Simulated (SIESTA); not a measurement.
Cd:

```
CELL_PARAMETERS angstrom
1.60803 0.92840 2.44929
-1.60803 0.92840 2.44929
0.00000 -1.85679 2.44929
ATOMIC_POSITIONS crystal
Cd 0.00000 0.00000 0.00000
```

This isn't the form of Cd at room conditions, which is hcp.

* Program: SIESTA 5.4.2
* Task: single point
* Functional: PBE
* Potentials or basis: PseudoDojo 0.4 standard (PBE files)
* Basis: DZP (energy shift 0.003 Ry; two zetas on semicore shells)
* Grid cutoff: 800 Ry
* Energy shift: 0.003 Ry
* k mesh: 10 × 10 × 10
* Occupations: fermi-dirac, width 0.05 eV
* Spin: no spin polarisation

On this cell: pressure 1.6 GPa; band gap on the k mesh none (metal or under the smearing width).

The same run follows on a disturbed copy (cell strained at random at fixed volume):

```xyz
1
Lattice="1.5790 0.9045 2.3853 -1.6600 0.8989 2.4406 -0.0453 -1.8935 2.4471" Properties=species:S:1:pos:R:3 pbc="T T T"
Cd   -0.0006   -0.0227    0.0274
```

Q: What does the disturbed cell give?

A: The energy (extrapolated to zero smearing) moves by +3.4 meV/atom; pressure 1.5 GPa; band gap on the k mesh none (metal or under the smearing width).

Stress tensor (GPa, compression positive):
```
 1.03 -0.34  0.76
-0.34  1.61  0.52
 0.76  0.52  1.91
```

Caveats: the basis of atomic orbitals isn't converged, which shifts pressures, moduli and gaps.
